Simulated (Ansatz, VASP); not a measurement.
# CsH: VASP beside Ansatz

The input INCAR:

```
SYSTEM = CsH
ALGO     = Normal         ! electronic algorithm
EDIFF    = 1E-7           ! SCF threshold, eV
ENCUT    = 520            ! plane-wave cutoff, eV
GGA      = CA             ! functional
ISIF     = 2              ! what is computed and relaxed
ISMEAR   = 0              ! smearing method
LASPH    = .True.         ! aspherical terms in the spheres
LCHARG   = .True.         ! write CHGCAR
LELF     = .True.         ! ELF
LREAL    = .False.        ! projectors in reciprocal space
LVHAR    = .True.       
LWAVE    = .False.        ! write WAVECAR
NBANDS   = 12             ! bands
NELM     = 80             ! most SCF steps
PREC     = Accurate       ! precision mode
SIGMA    = 0.05           ! smearing width, eV
```

The input KPOINTS:

```
k-points
0
Gamma
  8 8 8
  0 0 0
```

POSCAR

```
CsH
1.0
    3.8294201902     -0.2015484311     -0.2015484311
   -0.2015484311      3.8294201902     -0.2015484311
   -0.2015484311     -0.2015484311      3.8294201902
Cs H
1 1
Direct
    0.0000000000      0.0000000000      0.0000000000
    0.5000000000      0.5000000000      0.5000000000
```

Input for Ansatz:

```yaml
crystal:
  lattice:
    - [3.8294201902, -0.2015484311, -0.2015484311]
    - [-0.2015484311, 3.8294201902, -0.2015484311]
    - [-0.2015484311, -0.2015484311, 3.8294201902]
  atoms:
    - { symbol: Cs, position: [0.0, 0.0, 0.0] }
    - { symbol: H, position: [0.5, 0.5, 0.5] }
basis:
  ecutwfc: 420
kpoints:
  mp_grid: { grid: [8, 8, 8] }
hamiltonian:
  xc: lda
scf:
  occupations: { method: gaussian, width: 0.05 }
output:
  forces: true
  stress: true
  eigenvalues: true
```

Alike in both runs: task single point; functional LDA; k mesh 8 × 8 × 8; occupations gaussian, width 0.05 eV; no spin polarisation.

|  | VASP | Ansatz |
| --- | --- | --- |
| version | VASP 6.6.1 | Ansatz 0.2.0 |
| potentials or method | VASP PAW LDA potentials, release 64 (Cs_sv, H) | scalar-relativistic, plane waves, PAW |
| plane-wave cutoff (eV) | 520 | 420 |
| valence electrons in the cell | 10 | 10 |

|  | VASP | Ansatz | Ansatz less VASP |
| --- | --- | --- | --- |
| gap on the k mesh at the Fermi level (eV) | 2.08 | 2.13 | +0.050 |
| least direct gap on the mesh (eV) | 2.08 | 2.13 | +0.050 |
| pressure (GPa) | -1.3 | -1.4 | -0.05 |
| largest component of the traceless stress (GPa) | 0.99 | 0.97 | -0.024 |

Caveats: spin-orbit coupling is left out, which moves the levels of the heavy elements. A k mesh can miss the band edges.
